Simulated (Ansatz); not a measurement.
**Residual resistivity of an alloy: Pt(111) with 4 layers of random Pt-W, 2x2**

Wanted: resistance against the alloy's length, first Pt(111) with 4 layers of random Pt-W, 2x2.

Main program and level: Ansatz 0.2.0; Ansatz plane-wave DFT, PBE, PAW files; ballistic transport by layer matching (Landauer), zero bias; PAW set soft_1.

### Step 1. Set-up

The cell holds 40 atoms: 36 Pt and 4 W. Its edges and angles: a = 5.546 Å, b = 5.546 Å, c = 22.699 Å, α = 93.5°, β = 86.5°, γ = 120.0°. It derives from Pt. Regions: lead, 24 atoms (24 Pt); scattering region, 16 atoms (4 W and 12 Pt). The structure is stacked along c, and the current runs across the ab planes.

### Step 2. With 4 alloy layers

In 4 layers a share of 0.25 of the sites is given to W at random. The layers about the cell's end stay perfect and serve as the lead. Disorder leaves little or no symmetry, which makes such runs dear. Energies from -0.05 to 0.05 eV in steps of 0.05 eV are too few for the program's thermal sum, so it prints no conductance; for a metal the transmission near the Fermi level serves, at a fraction of the cost.

The input, input.yaml:

```yaml
crystal:
  lattice:
    - [5.5462627489, 0.0, 0.0]
    - [-2.7731313745, 4.8032044366, 0.0]
    - [1.3865656872, -0.8005340728, 22.6425228571]
  atoms:
    - { symbol: Pt, position: [0.9916666667, 0.0083333333, 0.05] }
    - { symbol: Pt, position: [0.9916666667, 0.5083333333, 0.05] }
    - { symbol: Pt, position: [0.4916666667, 0.0083333333, 0.05] }
    - { symbol: Pt, position: [0.4916666667, 0.5083333333, 0.05] }
    - { symbol: Pt, position: [0.1416666667, 0.3583333333, 0.15] }
    - { symbol: Pt, position: [0.1416666667, 0.8583333333, 0.15] }
    - { symbol: Pt, position: [0.6416666667, 0.3583333333, 0.15] }
    - { symbol: Pt, position: [0.6416666667, 0.8583333333, 0.15] }
    - { symbol: Pt, position: [0.2916666667, 0.2083333333, 0.25] }
    - { symbol: Pt, position: [0.2916666667, 0.7083333333, 0.25] }
    - { symbol: Pt, position: [0.7916666667, 0.2083333333, 0.25] }
    - { symbol: Pt, position: [0.7916666667, 0.7083333333, 0.25] }
    - { symbol: W, position: [0.9416666667, 0.0583333333, 0.35] }
    - { symbol: Pt, position: [0.9416666667, 0.5583333333, 0.35] }
    - { symbol: Pt, position: [0.4416666667, 0.0583333333, 0.35] }
    - { symbol: Pt, position: [0.4416666667, 0.5583333333, 0.35] }
    - { symbol: Pt, position: [0.0916666667, 0.4083333333, 0.45] }
    - { symbol: Pt, position: [0.0916666667, 0.9083333333, 0.45] }
    - { symbol: W, position: [0.5916666667, 0.4083333333, 0.45] }
    - { symbol: Pt, position: [0.5916666667, 0.9083333333, 0.45] }
    - { symbol: Pt, position: [0.2416666667, 0.2583333333, 0.55] }
    - { symbol: Pt, position: [0.2416666667, 0.7583333333, 0.55] }
    - { symbol: Pt, position: [0.7416666667, 0.2583333333, 0.55] }
    - { symbol: Pt, position: [0.7416666667, 0.7583333333, 0.55] }
    - { symbol: W, position: [0.8916666667, 0.1083333333, 0.65] }
    - { symbol: Pt, position: [0.8916666667, 0.6083333333, 0.65] }
    - { symbol: Pt, position: [0.3916666667, 0.1083333333, 0.65] }
    - { symbol: W, position: [0.3916666667, 0.6083333333, 0.65] }
    - { symbol: Pt, position: [0.0416666667, 0.4583333333, 0.75] }
    - { symbol: Pt, position: [0.0416666667, 0.9583333333, 0.75] }
    - { symbol: Pt, position: [0.5416666667, 0.4583333333, 0.75] }
    - { symbol: Pt, position: [0.5416666667, 0.9583333333, 0.75] }
    - { symbol: Pt, position: [0.1916666667, 0.3083333333, 0.85] }
    - { symbol: Pt, position: [0.1916666667, 0.8083333333, 0.85] }
    - { symbol: Pt, position: [0.6916666667, 0.3083333333, 0.85] }
    - { symbol: Pt, position: [0.6916666667, 0.8083333333, 0.85] }
    - { symbol: Pt, position: [0.8416666667, 0.1583333333, 0.95] }
    - { symbol: Pt, position: [0.8416666667, 0.6583333333, 0.95] }
    - { symbol: Pt, position: [0.3416666667, 0.1583333333, 0.95] }
    - { symbol: Pt, position: [0.3416666667, 0.6583333333, 0.95] }
kpoints:
  mp_grid: { grid: [5, 5, 1] }
hamiltonian:
  xc: pbe
  pseudopotentials: { kind: paw, azcp: { folder: soft_1 } }
scf:
  occupations: { method: fermi_dirac, width: 0.1 }
output:
  transmission:
    leads: [[0, 4]]
    kmesh: [10, 10]
    e_range: [-0.05, 0.05]
    de: 0.05
  write_potential: true
  write_density: true
  volumetric_format: npy
```

On the command line:

```sh
$ ansatz run input.yaml --threads 4 --pin off --max-ram 15360MiB --backend cpu --events-out ev --progress --plain --runs-dir out
```

Numbers of over 12 decimals in the logs are rounded to 6 here.

The program printed:

```text
Engine: ansatz 0.2.0, aarch64-unknown-linux-gnu
Pseudopotentials: kind: paw
Pseudopotential: Pt, paw, valence charge 18, recommended cutoff 420 eV (normal), soft_1/Pt.paw.azcp
Pseudopotential: W, paw, valence charge 14, recommended cutoff 420 eV (normal), soft_1/W.paw.azcp
Functional definition: PBE
  parameter kappa = 0.804
  parameter beta = 0.066725
  exchange = pbe_x(kappa = kappa, mu = beta*pi^2/3)
  correlation = pbe_c(beta = beta)
Crystal: 40 atoms, lattice volume = 603.193 Å³
Basis set: ecut = 420 eV, 11827 PW (Γ)
Bands: 423, of which v1, the nominal top of the filled ones, is band 352 counted from 1 (351 counted from 0)
Symmetry: 2 space group operations
Space group: Cm (ITA 8), of the structure as read, at distance tolerance 8.4e-5 Å
k-points: 9 of 25 (time reversal used)
Non-local potential: Pt, projectors of the file, l = 0: 3, l = 1: 2, l = 2: 2, l = 3: 1
Non-local potential: W, projectors of the file, l = 0: 3, l = 1: 2, l = 2: 2, l = 3: 1
PAW form: soft (Blöchl's): semilocal exchange-correlation on the pseudo side does not see the compensation charge
PAW one-centre angular grid: Pt, 590 points (default); XC on 64 Gauss nodes
PAW one-centre angular grid: W, 590 points (default); XC on 64 Gauss nodes
Initial density: superposition of atomic densities (chi_scale 0.1, normalization cell, long waves kept (reshape's long-wave potential 0.76 eV rms))
Initial wavefunctions: pseudopotential atomic-orbital guess
Functional: x = pbe(κ = 0.804, μ = 0.219515), c = pbe(β = 0.066725)
SCF iter   1: F=—  HF=-492461.239154 eV  |F-HF|=—  |Δ(HF+E_count)|=         —  Δρ=1.18e-1  dr2=1.31e3  ethr=3.10e-3  ⟨swp⟩=4.4  Hψ=11052  notcnv=0  defer=127
preconditioner: auto → Kerker (q_TF=auto, 2.799 Å⁻¹)  [metal: Δε(μ)=0.008 eV  Ē_g=8.026 eV  σ=0.100 eV  W_gap=0.02  n_scr=240 (ndim 8)  ℏωp=29.6 eV  f_vac=0.000  D(μ)=29.39/eV (n_scr^D=276)]
SCF iter   2: F=—  HF=-492443.294407 eV  |F-HF|=—  |Δ(HF+E_count)|=    1.79e1  Δρ=5.94e-2  dr2=4.94e2  ethr=3.10e-3  ⟨swp⟩=2.0  Hψ=6090  notcnv=0  defer=282
SCF iter   3: F=—  HF=-492436.938704 eV  |F-HF|=—  |Δ(HF+E_count)|=    6.36e0  Δρ=2.72e-2  dr2=2.84e1  ethr=3.10e-3  ⟨swp⟩=2.8  Hψ=8108  notcnv=0  defer=284
SCF iter   4: F=—  HF=-492436.326856 eV  |F-HF|=—  |Δ(HF+E_count)|=   6.12e-1  Δρ=7.15e-3  dr2=1.18e1  ethr=3.10e-3  ⟨swp⟩=1.3  Hψ=4007  notcnv=0  defer=279
SCF iter   5: F=—  HF=-492436.274944 eV  |F-HF|=—  |Δ(HF+E_count)|=   5.19e-2  Δρ=4.32e-3  dr2=5.77e0  ethr=1.67e-3  ⟨swp⟩=1.0  Hψ=3520  notcnv=0  defer=285
SCF iter   6: F=—  HF=-492436.241041 eV  |F-HF|=—  |Δ(HF+E_count)|=   3.39e-2  Δρ=2.26e-3  dr2=1.24e0  ethr=8.19e-4  ⟨swp⟩=1.0  Hψ=3520  notcnv=0  defer=287
SCF iter   7: F=—  HF=-492436.233086 eV  |F-HF|=—  |Δ(HF+E_count)|=   7.95e-3  Δρ=3.98e-4  dr2=4.21e-2  ethr=1.76e-4  ⟨swp⟩=1.0  Hψ=3520  notcnv=0  defer=287
SCF iter   8: F=—  HF=-492436.232821 eV  |F-HF|=—  |Δ(HF+E_count)|=   2.64e-4  Δρ=6.64e-5  dr2=5.45e-4  ethr=5.98e-6  ⟨swp⟩=1.0  Hψ=3520  notcnv=0  defer=287
SCF iter   9: F=—  HF=-492436.232843 eV  |F-HF|=—  |Δ(HF+E_count)|=   2.19e-5  Δρ=1.77e-5  dr2=3.81e-5  ethr=7.75e-8  ⟨swp⟩=1.0  Hψ=3520  notcnv=0  defer=287
SCF iter  10: F=—  HF=-492436.231688 eV  |F-HF|=—  |Δ(HF+E_count)|=   1.16e-3  Δρ=4.34e-6  dr2=1.86e-6  ethr=5.42e-9  ⟨swp⟩=1.0  Hψ=3780  notcnv=0  defer=287
SCF iter  11: F=—  HF=-492436.231688 eV  |F-HF|=—  |Δ(HF+E_count)|=   2.77e-8  Δρ=1.07e-6  dr2=1.48e-7  ethr=2.64e-10  ⟨swp⟩=1.0  Hψ=3520  notcnv=0  defer=287
SCF iter  12: F=-492436.231688 eV  HF=-492436.231688 eV  |F-HF|=1.32e-8  |Δ(HF+E_count)|=   4.25e-9  Δρ=3.14e-7  dr2=1.34e-8  ethr=1.42e-11  ⟨swp⟩=8.0  Hψ=9023  notcnv=0
SCF 1 converged in 12 iterations: F = -492436.231688 eV  dr2 = 1.34e-8
  greatest PAW one-centre occupation: 1.000 electrons in one spin orbital (limit 2), on the Pt atom at site 26 (counted from 0), in its partial waves of l = 0
transmission: 124 of 1240 steps passed
transmission: 248 of 1240 steps passed
[...]
transmission: 1240 of 1240 steps passed
SCF converged after 12 iterations
Free energy (F): -492436.231688 eV
Harris-Foulkes:  -492436.231688 eV  (|F-HF|=1.32e-8)
Internal energy: -492434.544221 eV  (E = F + TS)
E sigma→0 (E₀):  -492435.387955 eV
Entropy (-TS):   -1.687466 eV (-42.187 meV/atom)
Fermi energy:    23.630439 eV
--- Per-component energies (eV) ---
  E_band       = -4894.229285
  E_kinetic    = 23191.892356
  E_local      = -54774.287609  (includes V_loc(G=0)·N_el)
  E_nonlocal   = 7233.841878
  E_hartree    = 21125.611209
  E_xc         = -9448.489795
  E_vxc        = -10714.811776  (∫ρ·V_xc dr)
  E_paw        = -375730.669709  (= ΣΔE_a)
  E_vpaw       = -12082.127684  (= ΣTr[D̂ρ^β])
  E_aug_tail   = 0.040743  (compensation charges beyond the density's cutoff)
  E_ewald      = -104032.483296
  E_smearing   = -1.687466  (= −TS)
  E_closure    = 0.000000  (closes the sum)
  Σ components = -492436.231688   (vs F -492436.231688, Δ=0.00e0)
--- Band table (eV; the first three rows and the last of 9) ---
  k-point 0: bands = [... 348 lower, 23.7957, 23.7991, 23.8087, 23.8808, 23.8838, 23.8937, 23.9481, 23.9726, ... 67 higher]
  k-point 1: bands = [... 348 lower, 23.5563, 23.6308, 23.7056, 23.7363, 23.7838, 23.8109, 23.8351, 23.9134, ... 67 higher]
  k-point 2: bands = [... 348 lower, 23.5118, 23.5550, 23.5703, 23.6019, 23.6384, 23.6724, 23.7292, 23.7607, ... 67 higher]
  k-point 8: bands = [... 348 lower, 23.4833, 23.5069, 23.5538, 23.5979, 23.6025, 23.6382, 23.6591, 23.7281, ... 67 higher]
--- Transmission ---
  basis      : 241 plane waves across, 40 finite elements along
  points     : 31, standing for a mesh of 10 x 10
  energies   : 3 from -0.050000 to 0.050000 eV about the Fermi level, 0.050000 eV apart; the leads are filled to 0.000000 eV, and channels, transmission and decay are at 0.000000 eV
  crystal 0  : Pt4, at the sites [0, 4], period 2.2643 Å, over 13.59 Å; its Hamiltonian steps by up to 41.6 meV: too much for a lead, lay more layers or, if its atoms are ordered, name the step of that order
    offset         : up to 0.0000 Å between an atom of the period and one for which it stands
    channels       : 6.840000e0 a spin
    conductance    : none, the energies end too early or step too widely for 300 K: set another output.transmission.e_range or a lower de, or, where they end at an eighth of basis.ecutwfc, a higher one
  junction   : crystal 0 to crystal 0, 0.70 to 21.08 Å
    transmission   : 1.649396e0 a spin
    conductance    : none, the energies end too early or step too widely for 300 K: set another output.transmission.e_range or a lower de, or, where they end at an eighth of basis.ecutwfc, a higher one
```

Wall time 5.4 min (4 threads of Arm Neoverse V1, shared host); peak memory 5.1 GiB.

Reading the cycles: dr2 is the Hartree energy of the density residual (eV), the measure of convergence; HF is the Harris–Foulkes estimate of the energy, which meets the free energy F at convergence.

Numbers from this step:

- free energy: -492436.2317 eV
- energy at zero smearing: -492435.3880 eV
- Fermi energy: 23.63 eV
- cell area: 26.64 Å²
- transmission per spin nearest the Fermi level: 1.649
- open channels per spin nearest the Fermi level: 6.84
- step of the lead's potential: 41.6 meV

Per spin. Transmission, zone mean against energy, zero at the Fermi level:

| energy (eV) | transmission, zone mean |
| --- | --- |
| -0.0500 | 1.80 |
| 0.0000 | 1.65 |
| 0.0500 | 1.54 |

Per spin. Table of open channels, zone mean, lead by energy, zero at the Fermi level:

| energy (eV) | open channels, zone mean, lead |
| --- | --- |
| -0.0500 | 7.3 |
| 0.0000 | 6.84 |
| 0.0500 | 6.41 |

Transmission over k1 and k2. At 0.0000 eV from the Fermi level.

Ten even steps from '0' (0.26) to '9' (2.50):
```
8754579420
3566665402
5469696444
8566884659
7769888967
8956488665
5444696964
3204566665
8024975457
6835878538
```
Columns: k1 (b1) from -0.5 to 0.4; rows upwards: k2 (b2) from -0.5 to 0.4.

Open channels over k1 and k2. At 0.0000 eV from the Fermi level.

Ten even steps from '0' (3.0) to '9' (10.0):
```
9754579101
4574475400
4448284441
9542881459
4778878877
9954188245
4144482844
4004574475
9101975457
4944949449
```
Columns: k1 (b1) from -0.5 to 0.4; rows upwards: k2 (b2) from -0.5 to 0.4.

Over the solved energies the transmission per spin lies between 1.54 and 1.80, out of 6.85 channels of the lead on average (up to 7.3). The log calls the step of a lead's potential too much.

### Step 3. With 8 alloy layers

In 8 layers a share of 0.25 of the sites is given to W at random. A fresh draw is used; the growth of the resistance with length is what counts.

System of this step: Pt(111) with 8 layers of random Pt-W, 2x2. The cell holds 56 atoms: 48 Pt and 8 W. Cell: a = 5.546 Å, b = 5.546 Å, c = 31.740 Å, α = 87.5°, β = 92.5°, γ = 120.0°. It derives from Pt. Regions: lead, 24 atoms (24 Pt); scattering region, 32 atoms (24 Pt and 8 W). The structure is stacked along c, and the current runs across the ab planes.

The input, input.yaml:

```yaml
crystal:
  lattice:
    - [5.5462627489, 0.0, 0.0]
    - [-2.7731313745, 4.8032044366, 0.0]
    - [-1.3865656872, 0.8005340728, 31.6995319999]
  atoms:
    - { symbol: Pt, position: [0.005952381, 0.994047619, 0.0357142857] }
    - { symbol: Pt, position: [0.005952381, 0.494047619, 0.0357142857] }
    - { symbol: Pt, position: [0.505952381, 0.994047619, 0.0357142857] }
    - { symbol: Pt, position: [0.505952381, 0.494047619, 0.0357142857] }
    - { symbol: Pt, position: [0.1845238095, 0.3154761905, 0.1071428571] }
    - { symbol: Pt, position: [0.1845238095, 0.8154761905, 0.1071428571] }
    - { symbol: Pt, position: [0.6845238095, 0.3154761905, 0.1071428571] }
    - { symbol: Pt, position: [0.6845238095, 0.8154761905, 0.1071428571] }
    - { symbol: Pt, position: [0.3630952381, 0.1369047619, 0.1785714286] }
    - { symbol: Pt, position: [0.3630952381, 0.6369047619, 0.1785714286] }
    - { symbol: Pt, position: [0.8630952381, 0.1369047619, 0.1785714286] }
    - { symbol: Pt, position: [0.8630952381, 0.6369047619, 0.1785714286] }
    - { symbol: Pt, position: [0.0416666667, 0.9583333333, 0.25] }
    - { symbol: Pt, position: [0.0416666667, 0.4583333333, 0.25] }
    - { symbol: Pt, position: [0.5416666667, 0.9583333333, 0.25] }
    - { symbol: Pt, position: [0.5416666667, 0.4583333333, 0.25] }
    - { symbol: Pt, position: [0.2202380952, 0.2797619048, 0.3214285714] }
    - { symbol: Pt, position: [0.2202380952, 0.7797619048, 0.3214285714] }
    - { symbol: Pt, position: [0.7202380952, 0.2797619048, 0.3214285714] }
    - { symbol: Pt, position: [0.7202380952, 0.7797619048, 0.3214285714] }
    - { symbol: Pt, position: [0.3988095238, 0.1011904762, 0.3928571429] }
    - { symbol: W, position: [0.3988095238, 0.6011904762, 0.3928571429] }
    - { symbol: Pt, position: [0.8988095238, 0.1011904762, 0.3928571429] }
    - { symbol: Pt, position: [0.8988095238, 0.6011904762, 0.3928571429] }
    - { symbol: W, position: [0.0773809524, 0.9226190476, 0.4642857143] }
    - { symbol: Pt, position: [0.0773809524, 0.4226190476, 0.4642857143] }
    - { symbol: Pt, position: [0.5773809524, 0.9226190476, 0.4642857143] }
    - { symbol: W, position: [0.5773809524, 0.4226190476, 0.4642857143] }
    - { symbol: W, position: [0.255952381, 0.244047619, 0.5357142857] }
    - { symbol: Pt, position: [0.255952381, 0.744047619, 0.5357142857] }
    - { symbol: Pt, position: [0.755952381, 0.244047619, 0.5357142857] }
    - { symbol: Pt, position: [0.755952381, 0.744047619, 0.5357142857] }
    - { symbol: Pt, position: [0.4345238095, 0.0654761905, 0.6071428571] }
    - { symbol: Pt, position: [0.4345238095, 0.5654761905, 0.6071428571] }
    - { symbol: Pt, position: [0.9345238095, 0.0654761905, 0.6071428571] }
    - { symbol: Pt, position: [0.9345238095, 0.5654761905, 0.6071428571] }
    - { symbol: Pt, position: [0.1130952381, 0.8869047619, 0.6785714286] }
    - { symbol: W, position: [0.1130952381, 0.3869047619, 0.6785714286] }
    - { symbol: Pt, position: [0.6130952381, 0.8869047619, 0.6785714286] }
    - { symbol: Pt, position: [0.6130952381, 0.3869047619, 0.6785714286] }
    - { symbol: W, position: [0.2916666667, 0.2083333333, 0.75] }
    - { symbol: Pt, position: [0.2916666667, 0.7083333333, 0.75] }
    - { symbol: W, position: [0.7916666667, 0.2083333333, 0.75] }
    - { symbol: W, position: [0.7916666667, 0.7083333333, 0.75] }
    - { symbol: Pt, position: [0.4702380952, 0.0297619048, 0.8214285714] }
    - { symbol: Pt, position: [0.4702380952, 0.5297619048, 0.8214285714] }
    - { symbol: Pt, position: [0.9702380952, 0.0297619048, 0.8214285714] }
    - { symbol: Pt, position: [0.9702380952, 0.5297619048, 0.8214285714] }
    - { symbol: Pt, position: [0.1488095238, 0.8511904762, 0.8928571429] }
    - { symbol: Pt, position: [0.1488095238, 0.3511904762, 0.8928571429] }
    - { symbol: Pt, position: [0.6488095238, 0.8511904762, 0.8928571429] }
    - { symbol: Pt, position: [0.6488095238, 0.3511904762, 0.8928571429] }
    - { symbol: Pt, position: [0.3273809524, 0.1726190476, 0.9642857143] }
    - { symbol: Pt, position: [0.3273809524, 0.6726190476, 0.9642857143] }
    - { symbol: Pt, position: [0.8273809524, 0.1726190476, 0.9642857143] }
    - { symbol: Pt, position: [0.8273809524, 0.6726190476, 0.9642857143] }
kpoints:
  mp_grid: { grid: [5, 5, 1] }
hamiltonian:
  xc: pbe
  pseudopotentials: { kind: paw, azcp: { folder: soft_1 } }
scf:
  occupations: { method: fermi_dirac, width: 0.1 }
output:
  transmission:
    leads: [[0, 4]]
    kmesh: [10, 10]
    e_range: [-0.05, 0.05]
    de: 0.05
  write_potential: true
  write_density: true
  volumetric_format: npy
```

The program printed:

```text
[...]
Crystal: 56 atoms, lattice volume = 844.470 Å³
Basis set: ecut = 420 eV, 16521 PW (Γ)
Bands: 586, of which v1, the nominal top of the filled ones, is band 488 counted from 1 (487 counted from 0)
Symmetry: 1 space group operations
[...]
k-points: 13 of 25 (time reversal used)
[...]
SCF iter   1: F=—  HF=-684305.234656 eV  |F-HF|=—  |Δ(HF+E_count)|=         —  Δρ=1.08e-1  dr2=9.05e2  ethr=3.10e-3  ⟨swp⟩=4.9  Hψ=22045  notcnv=0  defer=283
[...]
SCF iter  10: F=-684277.616720 eV  HF=-684277.616720 eV  |F-HF|=3.85e-8  |Δ(HF+E_count)|=   1.57e-8  Δρ=9.66e-7  dr2=4.14e-8  ethr=1.02e-11  ⟨swp⟩=7.3  Hψ=21620  notcnv=0
SCF 1 converged in 10 iterations: F = -684277.616720 eV  dr2 = 4.14e-8
[...]
transmission: 300 of 2964 steps passed
transmission: 594 of 2964 steps passed
[...]
transmission: 2964 of 2964 steps passed
SCF converged after 10 iterations
Free energy (F): -684277.616720 eV
[...]
Internal energy: -684275.284604 eV  (E = F + TS)
E sigma→0 (E₀):  -684276.450662 eV
Entropy (-TS):   -2.332116 eV (-41.645 meV/atom)
Fermi energy:    23.612876 eV
[...]
--- Band table (eV; the first three rows and the last of 13) ---
  k-point 0: bands = [... 484 lower, 23.8236, 23.8352, 23.8356, 23.8635, 23.9078, 23.9137, 23.9212, 23.9798, ... 94 higher]
  k-point 1: bands = [... 484 lower, 23.5901, 23.6328, 23.6555, 23.6960, 23.7196, 23.7565, 23.8000, 23.8134, ... 94 higher]
  k-point 2: bands = [... 484 lower, 23.5290, 23.5677, 23.5807, 23.5985, 23.6273, 23.6755, 23.6953, 23.7182, ... 94 higher]
  k-point 12: bands = [... 484 lower, 23.4795, 23.5099, 23.5346, 23.5886, 23.6010, 23.6339, 23.6627, 23.6866, ... 94 higher]
--- Transmission ---
  basis      : 241 plane waves across, 57 finite elements along
  points     : 52, standing for a mesh of 10 x 10
[...]
channels       : 6.950000e0 a spin
[...]
junction   : crystal 0 to crystal 0, 2.96 to 32.40 Å
    transmission   : 1.439825e0 a spin
[...]
```

The job ended after 15 min (4 threads; peak memory 9.4 GiB).

This step gave:

* free energy: -684277.6167 eV
* energy at zero smearing: -684276.4507 eV
* Fermi energy: 23.61 eV
* transmission per spin nearest the Fermi level: 1.440
* open channels per spin nearest the Fermi level: 6.95
* step of the lead's potential: 23.1 meV

Per spin. Table of transmission, zone mean by energy, zero at the Fermi level:

| energy (eV) | transmission, zone mean |
| --- | --- |
| -0.0500 | 1.48 |
| 0.0000 | 1.44 |
| 0.0500 | 1.40 |

Over the solved energies the transmission per spin lies between 1.40 and 1.48, out of 6.77 channels of the lead on average (up to 7.04).

[end of part 1 of 2]

[Logs are printed without paths, hosts, clocks, repeated set-up lines and the standing remarks that a program may print on its own settings, such as how far it seeks lower states.]

[Hosts, paths, dates, database ids (printed as entryN), source tags and the programs' standing remarks are cut or masked in the printed files.]
